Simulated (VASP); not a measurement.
# SiGe (P6_3mc) in VASP: further runs

One crystal, SiGe, is run at these levels: LDA; tasks: single point.

All numbers are computed with VASP 6.6.1; they aren't measurements. Logs are shortened: lines on timing, memory, paths and dates and some standing lists are left out, and cuts for length are marked.

## 1. The cell of the first run

The structure is hexagonal, space group P6_3mc (No. 186). The conventional cell has a = 3.904 Å, b = 3.904 Å, c = 6.451 Å, α = 90.00°, β = 90.00°, γ = 120.00°. Si (site symmetry 3m) is surrounded by 3 Ge at 2.30 Å. Ge (site symmetry 3m) has 3 Si at 2.30 Å as nearest neighbours.

The cell comes from a database or a generator and needn't be the stable form of this composition.

## 2. Single point, LDA (all Si atoms moved +0.375 Å, as atom 1 along Cartesian [0 0 1])

Input file INCAR:

```
  PREC = Accurate
  ENCUT = 520
  EDIFF = 1E-6
  ISMEAR = 0
  SIGMA = 0.03
  LREAL = False
  LASPH = True
  NELM = 100
  ALGO = Fast
  ISIF = 2
  LWAVE = False
  LCHARG = False
  NBANDS = 26
```

Input file KPOINTS:

```
regular mesh
0
Gamma
  12 12 6
```

Input file POSCAR:

```
SiGe
1.0
    3.9044512986      0.0000000000      0.0000000000
   -1.9522256493      3.3813540124      0.0000000000
    0.0000000000      0.0000000000      6.4507830000
Si Ge
2 2
Direct
    0.6666666667      0.3333333333      0.9327394779
    0.3333333333      0.6666666667      0.4327394779
    0.6666666667      0.3333333333      0.5003920000
    0.3333333333      0.6666666667      0.0003920000
```

Potentials or basis: VASP PAW LDA potentials, release 64 (Si, Ge_d).

Command:

```console
$ cat potpaw_LDA.64/Si/POTCAR potpaw_LDA.64/Ge_d/POTCAR > POTCAR
$ mpirun -np 1 vasp_std > vasp.out
```

OUTCAR:

```text
PREC = Accurate
   ENCUT = 520
   EDIFF = 1E-6
   ISMEAR = 0
   LREAL = False
   LASPH = True
   NELM = 100
   ISIF = 2

 ion  position               nearest neighbor table
   1  0.667  0.333  0.933-   4 2.30   4 2.30   4 2.30   3 2.79
   2  0.333  0.667  0.433-   3 2.30   3 2.30   3 2.30   4 2.79
   3  0.667  0.333  0.500-   2 2.30   2 2.30   2 2.30   1 2.79
   4  0.333  0.667  0.000-   1 2.30   1 2.30   1 2.30   2 2.79

  LATTYP: Found a hexagonal cell.
 ALAT       =     3.9044512986
 C/A-ratio  =     1.6521612146

  Lattice vectors:

 A1 = (   3.9044512986,   0.0000000000,   0.0000000000)
 A2 = (  -1.9522256493,   3.3813540124,   0.0000000000)
 A3 = (   0.0000000000,   0.0000000000,   6.4507830000)

Analysis of symmetry for initial positions (statically):
=====================================================================
 Subroutine PRICEL returns:
 Original cell was already a primitive cell.

 Routine SETGRP: Setting up the symmetry group for a
 hexagonal supercell.

 Subroutine GETGRP returns: Found 12 space group operations
 (whereof  6 operations were pure point group operations)
 out of a pool of 24 trial point group operations.

The static configuration has the point symmetry C_3v.
 The point group associated with its full space group is C_6v.

Analysis of symmetry for dynamics (positions and initial velocities):
=====================================================================
 Subroutine PRICEL returns:
 Original cell was already a primitive cell.

 Routine SETGRP: Setting up the symmetry group for a
 hexagonal supercell.

 Subroutine GETGRP returns: Found 12 space group operations
 (whereof  6 operations were pure point group operations)
 out of a pool of 24 trial point group operations.

The dynamic configuration has the point symmetry C_3v.
 The point group associated with its full space group is C_6v.

 Subroutine INISYM returns: Found 12 space group operations
 (whereof  6 operations are pure point group operations),
 and found     1 'primitive' translations

----------------------------------------------------------------------------------------

                                     Primitive cell

  volume of cell :      85.1654

  direct lattice vectors                    reciprocal lattice vectors
     3.904451299  0.000000000  0.000000000     0.256117934  0.147869758  0.000000000
    -1.952225649  3.381354012  0.000000000     0.000000000  0.295739516  0.000000000
     0.000000000  0.000000000  6.450783000     0.000000000  0.000000000  0.155019941

  length of vectors
     3.904451299  3.904451299  6.450783000     0.295739516  0.295739516  0.155019941

  position of ions in fractional coordinates (direct lattice)
     0.666666667  0.333333333  0.932739478
     0.333333333  0.666666667  0.432739478
     0.666666667  0.333333333  0.500392000
     0.333333333  0.666666667  0.000392000

  ion indices of the primitive-cell ions
   primitive index   ion index
                 1           1
                 2           2
                 3           3
                 4           4

----------------------------------------------------------------------------------------

 KPOINTS: regular mesh

Automatic generation of k-mesh.
 Grid dimensions read from file:
 generate k-points for:   12   12    6

 Generating k-lattice:

  Cartesian coordinates                     Fractional coordinates (reciprocal lattice)
     0.021343161  0.012322480  0.000000000     0.083333333  0.000000000  0.000000000
     0.000000000  0.024644960  0.000000000     0.000000000  0.083333333  0.000000000
     0.000000000  0.000000000  0.025836657     0.000000000  0.000000000  0.166666667

  Length of vectors
     0.024644960  0.024644960  0.025836657

  Shift w.r.t. Gamma in fractional coordinates (k-lattice)
     0.000000000  0.000000000  0.000000000

 Subroutine IBZKPT returns following result:
 ===========================================

 Found     76 irreducible k-points:

 Following reciprocal coordinates:
            Coordinates               Weight
  0.000000  0.000000  0.000000      1.000000
  0.083333 -0.000000  0.000000      6.000000
  0.166667 -0.000000  0.000000      6.000000
  0.250000 -0.000000  0.000000      6.000000
  0.333333 -0.000000  0.000000      6.000000
  0.416667 -0.000000  0.000000      6.000000
[... 16 lines left out ...]
  0.250000 -0.000000  0.166667     12.000000
  0.333333 -0.000000  0.166667     12.000000
 [... further k-points ...]
   k-points           NKPTS =     76   k-points in BZ     NKDIM =     76   number of bands    NBANDS=     26
   number of dos      NEDOS =    301   number of ions     NIONS =      4
   total plane-waves  NPLWV =  43200
   dimension x,y,z NGX =    30 NGY =   30 NGZ =   48
   dimension x,y,z NGXF=    60 NGYF=   60 NGZF=   96
   ions per type =               2   2
   NGX,Y,Z   is equivalent  to a cutoff of  12.77, 12.77, 12.37 a.u.
   NGXF,Y,Z  is equivalent  to a cutoff of  25.55, 25.55, 24.74 a.u.
 SYSTEM =  unknown system
   PREC   = accura    normal or accurate (medium, high low for compatibility)
   ISTART =      0    job   : 0-new  1-cont  2-samecut
   ICHARG =      2    charge: 1-file 2-atom 10-const
   ISPIN  =      1    spin polarized calculation?
   LNONCOLLINEAR =      F non collinear calculations
   LSORBIT =      F    spin-orbit coupling
   LASPH  =      T    aspherical Exc in radial PAW
   ENCUT  =  520.0 eV  38.22 Ry    6.18 a.u.   7.26  7.26 11.99*2*pi/ulx,y,z
   NELM   =    100;   NELMIN=  2; NELMDL= -5     # of ELM steps
   EDIFF  = 0.1E-05   stopping-criterion for ELM
   LREAL  =      F    real-space projection
   EDIFFG = 0.1E-04   stopping-criterion for IOM
   NSW    =      0    number of steps for IOM
   IBRION =     -1    ionic relax: 0-MD 1-quasi-New 2-CG
   NFREE  =      0    steps in history (QN), initial steepest desc. (CG)
   ISIF   =      2    stress and relaxation
   ISYM   =      2    0-nonsym 1-usesym 2-fastsym
   POTIM  = 0.5000    time-step for ionic-motion
   TEBEG  =    0.0;   TEEND  =   0.0 temperature during run
   PSTRESS=    0.0 pullay stress
   NELECT =      36.0000    total number of electrons
   NUPDOWN=      -1.0000    fix difference up-down
   EMIN   =  10.00;   EMAX   =-10.00  energy-range for DOS
   EFERMI =   0.00;   METHOD = LEGACY
   ISMEAR =     0;   SIGMA  =   0.03  broadening in eV -4-tet -1-fermi 0-gaus
   EFERMI_NEDOS =   21; number of points for ismear=-14 and -15
   IALGO  =     68    algorithm
   IMIX   =      4    mixing-type and parameters
     AMIX     =   0.40;   BMIX     =  1.00
     AMIX_MAG =   1.60;   BMIX_MAG =  1.00
  volume/ion in A,a.u.               =      21.29       143.68
  Fermi-wavevector in a.u.,A,eV,Ry     =   1.228631  2.321775 20.538443  1.509533
  Thomas-Fermi vector in A             =   2.363549
   LORBIT       =      0    0 simple, 1 ext, 2 COOP (PROOUT), +10 PAW based schemes
   GGA     = CA    functional components
   LHFCALC =     F    Hartree Fock is set to
   AEXX    =    0.0000 exact exchange contribution
   IVDW    =     0    specifies the selected vdW correction
   LEPSILON=     F    determine dielectric tensor
   LRPA    =     F    only Hartree local field effects (RPA)
 non-spin polarized calculation
 RMM-DIIS sequential band-by-band and
 Gauss-broadening in eV      SIGMA  =   0.03
  energy-cutoff  :      520.00
  volume of cell :       85.17
 maximum number of plane-waves:      2316
 NGX is ok and might be reduce to    30
   NGX = 15   NGY = 15   NGZ = 23

 number of electron      35.9999966 magnetization

 Free energy of the ion-electron system (eV)
  ---------------------------------------------------
  ext. energy  EPLUGINS =         0.00000000
  ---------------------------------------------------
  free energy    TOTEN  =       -21.16264196 eV

  energy without entropy =      -21.16255162  energy(sigma->0) =      -21.16259679

 E-fermi :   5.5144     XC(G=0):  -9.9796

 val. band max:        5.4850733131   @ k =   0.4167  -0.0000   0.1667
 cond. band min:       5.6452829069   @ k =   0.5000  -0.0000   0.3333
 fundamental gap:      0.1602095938
 Fermi energy:         5.5144110532

 k-point     1 :       0.0000    0.0000    0.0000
  band No.  band energies     occupation
      1     -19.4109      2.00000
      2     -19.4109      2.00000
      3     -19.4099      2.00000
      4     -19.4099      2.00000
      5     -19.4066      2.00000
      6     -19.4049      2.00000
[... 18 lines left out ...]
     25       9.1782      0.00000
     26      11.8889      0.00000

 k-point     2 :       0.0833   -0.0000    0.0000
  band No.  band energies     occupation
      1     -19.4111      2.00000
      2     -19.4106      2.00000
      3     -19.4102      2.00000
      4     -19.4092      2.00000
      5     -19.4055      2.00000
      6     -19.4044      2.00000
[... 18 lines left out ...]
     25       9.4887      0.00000
     26      11.4003      0.00000

 k-point     3 :       0.1667   -0.0000    0.0000
  band No.  band energies     occupation
      1     -19.4123      2.00000
      2     -19.4113      2.00000
      3     -19.4085      2.00000
      4     -19.4075      2.00000
      5     -19.4034      2.00000
      6     -19.4027      2.00000
[... 18 lines left out ...]
     25      10.3141      0.00000
     26      10.8049      0.00000

 k-point     4 :       0.2500   -0.0000    0.0000
  band No.  band energies     occupation
      1     -19.4139      2.00000
      2     -19.4119      2.00000
      3     -19.4062      2.00000
      4     -19.4052      2.00000
      5     -19.4015      2.00000
      6     -19.4000      2.00000
[... 18 lines left out ...]
     25      11.4761      0.00000
     26      11.5643      0.00000
[... 496 lines left out ...]
      1     -19.4123      2.00000
      2     -19.4113      2.00000
      3     -19.4084      2.00000
      4     -19.4076      2.00000
      5     -19.4034      2.00000
      6     -19.4028      2.00000
[... 18 lines left out ...]
     25      10.1787      0.00000
     26      11.6328      0.00000

 k-point    23 :       0.2500   -0.0000    0.1667
  band No.  band energies     occupation
      1     -19.4138      2.00000
      2     -19.4120      2.00000
      3     -19.4061      2.00000
      4     -19.4053      2.00000
      5     -19.4014      2.00000
      6     -19.4002      2.00000
[... 18 lines left out ...]
     25      11.3252      0.00000
     26      11.3739      0.00000

 k-point    24 :       0.3333   -0.0000    0.1667
  band No.  band energies     occupation
      1     -19.4151      2.00000
      2     -19.4128      2.00000
      3     -19.4039      2.00000
      4     -19.4030      2.00000
      5     -19.3995      2.00000
      6     -19.3977      2.00000
[... 18 lines left out ...]
     25      11.9456      0.00000
     26      12.3719      0.00000

 [... further k-points ...]
[... 5 lines left out ...]
  --------------------------------------------------------------------------------------
  -------------------------------------------------------------------------------------
  Total        2.3759317      2.3759317     -3.8195951      0.0000000      0.0000000      0.0000000
  in kB       44.6973160     44.6973160    -71.8562961      0.0000000      0.0000000      0.0000000
  external PRESSURE =       5.8461119 kB  Pullay stress =       0.0000000 kB

 VOLUME and BASIS-vectors are now :
 -----------------------------------------------------------------------------
  energy-cutoff  :      520.00
  volume of cell :       85.17
      direct lattice vectors                 reciprocal lattice vectors
     3.904451299  0.000000000  0.000000000     0.256117934  0.147869758  0.000000000
    -1.952225649  3.381354012  0.000000000     0.000000000  0.295739516  0.000000000
     0.000000000  0.000000000  6.450783000     0.000000000  0.000000000  0.155019941

 POSITION                                       TOTAL-FORCE (eV/Angst)
 -----------------------------------------------------------------------------------
      1.95223      1.12712      6.01690         0.000000     -0.000000     -2.058123
     -0.00000      2.25424      2.79151        -0.000000     -0.000000     -2.058123
      1.95223      1.12712      3.22792        -0.000000      0.000000      2.058123
     -0.00000      2.25424      0.00253        -0.000000     -0.000000      2.058123
 -----------------------------------------------------------------------------------
    total drift:                                0.000000      0.000001      0.001335

  FREE ENERGIE OF THE ION-ELECTRON SYSTEM (eV)
  ---------------------------------------------------
  free  energy   TOTEN  =       -21.1626419565 eV

  energy  without entropy=      -21.1625516160  energy(sigma->0) =      -21.16259679
```

It took 74 s on 1 thread of Intel Xeon 6975P-C (Granite Rapids), shared host; peak memory 0.26 GiB.

Results:

```
Free energy            : -21.1626 eV
Pressure               : 0.6 GPa
Largest force          : 2.058 eV/Å
Band gap on the k mesh : none (metal or under the smearing width)
```

Forces on the atoms (eV/Å):
```
Si   0.000  0.000 -2.058
Si   0.000  0.000 -2.058
Ge   0.000  0.000  2.058
Ge   0.000  0.000  2.058
```

Stress tensor (GPa, compression positive):
```
 4.47  0.00  0.00
 0.00  4.47  0.00
 0.00  0.00 -7.19
```

Levels at points of the mesh, in eV from the Fermi level:
```
           k point  band 16  band 17  band 18  band 19  band 20  band 21
(0.00, 0.00, 0.00)    -0.98    -0.98    -0.46     1.03     1.54     1.80
(0.50, 0.00, 0.00)    -3.63    -2.45    -2.14    -0.21     1.51     3.07
(0.00, 0.00, 0.50)    -1.59    -1.59    -1.59     0.30     0.30     2.82
(0.50, 0.00, 0.50)    -3.12    -1.79    -1.79     0.53     0.53     1.04
```

Caveat: forces of over 1 eV/Å show positions far from the minimum, so gaps and moduli don't describe the material at rest.

(Part 1 of 2 ends here.)
